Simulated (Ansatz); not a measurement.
The system is HfO2.

```
CELL_PARAMETERS angstrom
5.21946 0.00000 0.00000
0.00000 5.00476 0.00000
0.00000 0.00000 5.03269
ATOMIC_POSITIONS crystal
Hf 0.96699 0.73252 0.74144
Hf 0.53301 0.73252 0.24144
Hf 0.46699 0.26748 0.74144
Hf 0.03301 0.26748 0.24144
O 0.63213 0.92865 0.87927
O 0.86787 0.92865 0.37927
O 0.23395 0.53988 0.49229
O 0.26605 0.53988 0.99229
O 0.76605 0.46012 0.99229
O 0.73395 0.46012 0.49229
O 0.13213 0.07135 0.87927
O 0.36787 0.07135 0.37927
```

Measurements of this composition are mostly on another form, of space group No. 14.

Base run:

- Program: Ansatz 0.2.0
- Functional: r2SCAN
- Potentials or basis: Ansatz PAW
- Cutoff: 500 eV
- Density cutoff: 2000 eV
- k mesh: 4 × 5 × 4
- Occupations: fermi-dirac, width 0.05 eV
- Spin: no spin polarisation

Its results: band gap on the k mesh 5.06 eV, indirect (least direct gap 5.28 eV); pressure 4.0 GPa; largest force 0.066 eV/Å.

Task: After a change of settings the same cell gave: band gap on the k mesh 4.62 eV, indirect (least direct gap 4.83 eV); pressure 14.9 GPa; largest force 0.138 eV/Å. Which change was it?
A. functional from r2SCAN to revPBE; cutoff from 500 eV to 420 eV; density cutoff from 2000 eV to 1680 eV
B. functional from r2SCAN to RPBE; cutoff from 500 eV to 420 eV; density cutoff from 2000 eV to 1680 eV
C. functional from r2SCAN to PBE; cutoff from 500 eV to 600 eV; density cutoff from 2000 eV to 2400 eV; k mesh from 4 × 5 × 4 to 5 × 6 × 5
D. functional from r2SCAN to revPBE; cutoff from 500 eV to 420 eV; density cutoff from 2000 eV to 1680 eV; k mesh from 4 × 5 × 4 to 5 × 6 × 5

Result: B.

r2SCAN gives the wider gap, since meta-GGAs in the generalised Kohn-Sham scheme recover part of the derivative discontinuity.

Caveats: spin-orbit coupling is left out, which moves the levels of the heavy elements; the PAW data sets come from PBE, with cores solved anew for the run's functional, which leaves a small shift of forces and pressure; the potentials were made for another functional, which shifts forces and pressure (some runs).

Not every run made on this cell is shown here.
